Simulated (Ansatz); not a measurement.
# InSe (C2/m) in Ansatz: notebook, part 2 of 2

Ansatz 0.2.0.

## (5) Band structure, HSEsol

Input file input:

```
crystal:
  lattice:
    - [5.8263928781, -2.054648955, 0.0]
    - [5.8263928781, 2.054648955, 0.0]
    - [-1.723233014, 0.0, 4.7713478577]
  atoms:
    - { symbol: In, position: [0.88820325, 0.88820325, 0.04684136] }
    - { symbol: In, position: [0.11179675, 0.11179675, 0.95315864] }
    - { symbol: Se, position: [0.66092759, 0.66092759, 0.66895562] }
    - { symbol: Se, position: [0.33907241, 0.33907241, 0.33104438] }
hamiltonian:
  xc:
    exchange: hjs_pbesol
    correlation: pbesol
    exx: { coeff: 0.25, omega: 0.207 }
  pseudopotentials: { kind: paw }
kpoints:
  mp_grid: { grid: [4, 4, 3] }
  band_path:
    path:
      - [[0.0, 0.5, 0.0], [0.0, 0.0, 0.0], [0.0, 0.0, -0.5]]
      - [[0.0, 0.5, -0.5], [0.0, 0.0, 0.0], [-0.5, -0.5, 0.5]]
      - [[-0.5, 0.0, 0.5], [0.0, 0.0, 0.0], [-0.5, -0.5, 0.0]]
      - [[-0.5, 0.0, 0.0], [0.0, 0.0, 0.0]]
    npoints: 4
scf:
  occupations: { method: fermi_dirac, width: 0.05 }
  n_extra_bands: 10
output:
  forces: true
  stress: true
  eigenvalues: true
  fatbands: false
```

Potentials or basis: Ansatz PAW.

The log of the run:

```text
Warning: output.stress: scf.convergence.dr2_threshold = 1e-7 eV (the SCF's general default) is looser than the 4e-10 eV advised for a printed stress (1e-10 eV for each atom of the cell: 4). What an SCF threshold leaves in a stress goes as its square root, and in the free energy as the threshold itself, and one threshold admits the most on a small cell: of the crystals measured, under no hybrid functional and no lock of the moments, on runs that ended without the residual-converged pass, on stresses that held no estimate of that error, the worst erred by over 100 MPa in a component at 1e-7 eV an atom and by under 5 at 1e-10. Set scf.convergence.dr2_threshold to 4e-10 eV or tighter. The threshold is an SCF's pass mark: one that does not reach it within its budget of iterations ends unconverged, or closes short of it on a stop that the run arms, and scf.convergence.dr2_threshold's page says what that costs each kind of run
Warning: output.stress: scf.exx.energy_threshold = 1e-6 eV is looser than the 4e-8 eV advised for a stress under a hybrid functional (1e-8 eV for each atom of the cell: 4). Every SCF of the exchange loop can meet its threshold on dr2 while the loop round them stops early: no threshold on dr2 bounds what that leaves in the stress. Set scf.exx.energy_threshold to 4e-8 eV or tighter. The threshold is the loop's pass mark: a loop that does not reach it within its budget of cycles ends unconverged, and scf.exx.energy_threshold's page has the law
scf.n_extra_bands = 10 over 29 filled bands (N_el = 58.0): the run solves 39 bands
GPUs: using 1 of 1 available (devices: 1).
Engine: ansatz 0.2.0, x86_64-unknown-linux-gnu
Pseudopotentials: kind: paw
Pseudopotential: In, paw, valence charge 13, recommended cutoff 420 eV (normal), In.paw.azcp
Pseudopotential: Se, paw, valence charge 16, recommended cutoff 420 eV (normal), Se.paw.azcp
Functional definition: unnamed
  parameter a_1 = 0.25
  parameter omega_1 = 0.207/angstrom
  exchange = pbe_x(mu = 0.12345679012345678) + (-a_1)*hjs_pbesol_x_sr(omega_1) + a_1*exact_x_sr(omega_1)
  correlation = pbe_c(beta = 0.046)
device memory: the entry about to start is reckoned to put 1.7 GiB on a device that reports 67.3 GiB free (of which the cap on the GPU budget leaves the run 18.0 GiB)
GPU FFT provider: cuFFT
GPU libraries: cuBLAS 13.8.2, cuFFT 12.4.0, cuSOLVER 12.3.4
Crystal: 4 atoms, lattice volume = 114.237 Å³
Basis set: ecut = 420 eV, 2235 PW (Γ), exchange–correlation on 90×90×72 points (8 copies of the dense FFT grid, shifted against one another)
Bands: 39, of which v1, the nominal top of the filled ones, is band 29 counted from 1 (28 counted from 0)
Symmetry: 4 space group operations
Space group: C2/m (ITA 12), of the structure as read, at distance tolerance 4.9e-5 Å
[... 78 lines left out ...]
E sigma→0 (E₀):  -21976.757484 eV
Fermi energy:    7.618933 eV
--- Per-component energies (eV) ---
  E_band       = -1043.704677
  E_kinetic    = 720.940793
  E_local      = -7777.713643  (includes V_loc(G=0)·N_el)
  E_nonlocal   = -448.324530
  E_hartree    = 3587.296801
  E_xc         = -504.915872
  E_vxc        = -315.451986  (∫ρ·V_xc dr)
  E_exx        = -201.021792  (= α·E_x^exact, valence–valence)
  E_paw        = -11904.874733  (= ΣΔE_a)
  E_vpaw       = 4.295665  (= ΣTr[D̂ρ^β])
  E_aug_tail   = -0.001166  (compensation charges beyond the density's cutoff)
  E_ewald      = -5448.820425
  E_core_change = 0.677084  (= ΣΔE_core)
  E_smearing   = -0.000000  (= −TS)
  E_closure    = 0.000000  (closes the sum)
  Σ components = -21976.757484   (vs F -21976.757484, Δ=0.00e0)
--- Forces (eV/Å), atoms counted from 1 ---
  atom   1  In    -0.15040811     0.00000000     0.01968474
  atom   2  In     0.15040811    -0.00000000    -0.01968474
  atom   3  Se     0.01733130     0.00000000     0.21084600
  atom   4  Se    -0.01733130    -0.00000000    -0.21084600
  max |Σ_I F_I| component: 2.78e-17 eV/Å
--- Stress (GPa, compression-positive) ---
       -2.545519       0.000000      -0.084810
        0.000000      -1.976918       0.000000
       -0.084810       0.000000      -1.907608
  P = ⅓ Tr σ = -2.1433 GPa (-21.433 kbar)
--- Band table (eV; the first three rows and the last of 17) ---
  k-point 0: bands = ["-44.1569", "-44.1566", "-44.1564", "-44.1562", "-44.1324", "-44.1320", "-44.1283", "-44.1281", "-44.1181", "-44.1180", "-9.5746", "-9.4803", "-9.2982", "-9.2635", "-9.2261", "-9.2203", "-9.1691", "-9.1127", "-9.0871", "-8.9264", "-7.7923", "-5.9764", "1.6210", "2.4600", "2.7244", "4.2186", "4.4659", "5.1449", "5.3796", "10.1242", "10.3127", "11.0262", "12.3462", "12.8970", "12.9928", "14.3600", "15.7792", "17.1404", "17.7919"]
  k-point 1: bands = ["-44.1569", "-44.1566", "-44.1564", "-44.1562", "-44.1323", "-44.1321", "-44.1283", "-44.1282", "-44.1181", "-44.1180", "-9.5817", "-9.4780", "-9.2999", "-9.2591", "-9.2312", "-9.2194", "-9.1674", "-9.1121", "-9.0872", "-8.9333", "-7.4108", "-6.4082", "0.8186", "1.7865", "3.6144", "4.6159", "5.2230", "5.4512", "6.0879", "8.7923", "9.1120", "11.4739", "11.5742", "13.5620", "14.1255", "14.2188", "15.4980", "16.3703", "16.8845"]
  k-point 2: bands = ["-44.1569", "-44.1565", "-44.1563", "-44.1562", "-44.1324", "-44.1321", "-44.1283", "-44.1281", "-44.1180", "-44.1180", "-9.5630", "-9.4758", "-9.4113", "-9.2693", "-9.2342", "-9.1997", "-9.1905", "-9.1223", "-9.0716", "-8.9080", "-7.3126", "-5.9777", "0.9339", "1.7485", "3.2391", "3.9687", "4.4285", "5.2431", "5.4680", "9.5498", "9.9252", "10.5831", "12.9456", "13.1311", "13.4081", "14.5587", "15.4951", "15.9237", "16.6690"]
  k-point 16: bands = ["-44.1570", "-44.1565", "-44.1565", "-44.1560", "-44.1322", "-44.1322", "-44.1283", "-44.1281", "-44.1181", "-44.1180", "-9.5482", "-9.4276", "-9.3572", "-9.3262", "-9.2557", "-9.2270", "-9.1836", "-9.1229", "-9.0082", "-8.9213", "-7.4028", "-6.3101", "0.0011", "1.7883", "3.8744", "4.4969", "5.4855", "5.9260", "6.3143", "9.2231", "10.2892", "11.0219", "12.3996", "12.4776", "13.4148", "13.9189", "14.6708", "16.6243", "16.7536"]
```

It took 49 s on 1 × NVIDIA H100 80GB HBM3 with 2 threads of AMD EPYC 7R13 (Zen 3), shared host; peak memory 2.4 GiB.

Results:

```yaml
Free_energy: -21976.7575 eV
Pressure: -2.1 GPa
Largest_force: 0.212 eV/Å
Band_gap_on_the_k_mesh: 2.00 eV, indirect (least direct gap 2.04 eV)
Band_gap_along_the_path: 1.81 eV, indirect (least direct gap 2.18 eV)
```

Forces in eV/Å, atoms in the order of the input:
```
In  -0.150  0.000  0.020
In   0.150  0.000 -0.020
Se   0.017  0.000  0.211
Se  -0.017  0.000 -0.211
```

Levels at the corners of the path, in eV from the valence-band top:
| point | band 26 | band 27 | band 28 | band 29 | band 30 | band 31 | band 32 | band 33 |
| --- | --- | --- | --- | --- | --- | --- | --- | --- |
| X | -2.38 | -1.99 | -1.65 | -1.24 | 2.32 | 3.16 | 4.42 | 4.42 |
| Γ | -2.40 | -2.16 | -1.48 | -1.24 | 3.50 | 3.69 | 4.40 | 5.72 |
| Y | -1.94 | -1.56 | -1.16 | -0.38 | 1.81 | 2.73 | 4.40 | 4.69 |
| L | -3.17 | -2.33 | -2.24 | -1.39 | 3.24 | 4.12 | 4.40 | 5.60 |
| Γ | -2.40 | -2.16 | -1.48 | -1.24 | 3.50 | 3.69 | 4.40 | 5.72 |
| Z | -1.82 | -1.42 | -0.79 | -0.43 | 2.87 | 3.76 | 4.19 | 5.59 |
| N | -3.17 | -2.33 | -2.24 | -1.39 | 3.24 | 4.12 | 4.40 | 5.60 |
| Γ | -2.40 | -2.16 | -1.48 | -1.24 | 3.50 | 3.69 | 4.40 | 5.72 |
| M | -2.51 | -1.31 | -0.76 | 0.00 | 2.18 | 3.34 | 4.14 | 4.79 |
| R | -2.38 | -1.99 | -1.65 | -1.24 | 2.32 | 3.16 | 4.42 | 4.42 |
| Γ | -2.40 | -2.16 | -1.48 | -1.24 | 3.50 | 3.69 | 4.40 | 5.72 |

Caveat: the k mesh is coarse (spacing up to 0.44 Å⁻¹), so the values aren't converged, least of all with exact exchange; the k mesh misses the band edges, so the gap on the mesh is wider than the one along the path; spin-orbit coupling is left out, which moves the levels of the heavy elements; the PAW data sets come from PBE, with cores solved anew for the run's functional, which leaves a small shift of forces and pressure; the thresholds are loose for stress.

## (6) Summary

```csv
level,gap on the mesh (eV),pressure (GPa),largest force (eV/Å)
B3LYP,2.41,2.5,0.07
HSE06,2.08,-0.3,0.10
HSE03,1.93,-0.1,0.09
HSEsol,2.00,-2.1,0.21
```

Alike in all rows: task band structure; potentials or basis Ansatz PAW; no spin polarisation; cell as given; k mesh 4 × 4 × 3; cutoff (eV) 420; smearing fermi-dirac 0.05 eV; the mesh is coarse, so values aren't converged.

Caveats: all runs use coarse meshes; the k mesh misses the band edges, so the gap on the mesh is wider than the one along the path; spin-orbit coupling is left out, which moves the levels of the heavy elements; the PAW data sets come from PBE, with cores solved anew for the run's functional, which leaves a small shift of forces and pressure; the thresholds are loose for stress.

Total energies depend on the potentials used, so only differences within one code and one set of settings carry meaning.
